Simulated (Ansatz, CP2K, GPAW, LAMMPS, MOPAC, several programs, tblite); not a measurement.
**KF: cheap methods against density-functional theory**

Aim: run KF through methods of unlike cost and see what each gets, and at what price.

Program: LAMMPS, MOPAC, tblite, CP2K, GPAW, Ansatz (versions at each run). Level of theory: no spin polarisation, static lattice; gaps from single points on the cell relaxed beforehand with r²SCAN. These are calculated values, not measurements.

5 further runs of the same task are left out: 5 set aside as unsound or not needed.

**1. The structure to begin with**

The structure is cubic, space group Pm-3m (No. 221). The conventional cell has a = 3.179 Å, b = 3.179 Å, c = 3.179 Å, α = 90.00°, β = 90.00°, γ = 90.00°. K (site symmetry m-3m) has 8 F at 2.75 Å as nearest neighbours. F (site symmetry m-3m) has 8 K at 2.75 Å as nearest neighbours.

Structure file:

```cif
data_structure
_symmetry_space_group_name_H-M 'P 1'
_symmetry_Int_Tables_number 1
_cell_length_a 3.1789
_cell_length_b 3.1789
_cell_length_c 3.1789
_cell_angle_alpha 90.000
_cell_angle_beta 90.000
_cell_angle_gamma 90.000
_cell_volume 32.12
loop_
_atom_site_label
_atom_site_type_symbol
_atom_site_fract_x
_atom_site_fract_y
_atom_site_fract_z
_atom_site_occupancy
K1 K 0.00000 0.00000 0.00000 1
F1 F 0.50000 0.50000 0.50000 1
```

The structure type (CsCl) is imposed and need not be the compound's stable one.

**Question.** The methods are ffield.eim, PM6, PM7, GFN1-xTB (tblite), GFN2-xTB (tblite), PBE/DZVP, PBE/single-zeta, PBE/SZV, coarse PBE, GLLB-SC, PBE, r2SCAN. What gap does r2SCAN give on this cell, and which other methods (full PBE left aside) come nearest to r2SCAN and farthest in gap, volume and bulk modulus?

```
                                               quantity                                              value
                                                 r2SCAN              gap 7.72 eV, 16.06 Å³/atom, B₀ 43 GPa
         gap: nearest and farthest of the other methods  PBE/DZVP (-0.79 eV), GFN2-xTB (tblite) (-6.20 eV)
      volume: nearest and farthest of the other methods             ffield.eim (+3.0 %), PBE/DZVP (+8.0 %)
bulk modulus: nearest and farthest of the other methods              PBE/DZVP (-21 %), ffield.eim (+327 %)
```

What this shows: Among the 8 methods compared for the gap (full PBE left aside), PBE/DZVP is nearest to r2SCAN and GFN2-xTB (tblite) farthest. Among the 3 methods compared for the volume (full PBE left aside), ffield.eim is nearest to r2SCAN and PBE/DZVP farthest. Among the 3 methods compared for the bulk modulus (full PBE left aside), PBE/DZVP is nearest to r2SCAN and ffield.eim farthest. A minimal basis or a coarse cutoff and mesh shifts results by its own error, so closeness to r2SCAN can be chance. Cluster runs see only the k-points that fold onto the zone centre, so their gaps can miss the band edges. GLLB-SC is compared with its derivative discontinuity added. GFN1-xTB (tblite) ended in an unphysical state and is left out of the comparison. No volume is given for PM6, GFN2-xTB (tblite), PBE/single-zeta, PBE/SZV, coarse PBE, which can hide a larger miss. CPU times run from 0.12 s (ffield.eim) to 60 s (PBE/single-zeta). On this cell GFN2-xTB (tblite), PBE/DZVP, PBE/single-zeta, PBE/SZV, GLLB-SC cost more than r2SCAN itself (2.9 s), so they are no saving here. r2SCAN is a yardstick, not the truth: it usually gives gaps below the measured ones.
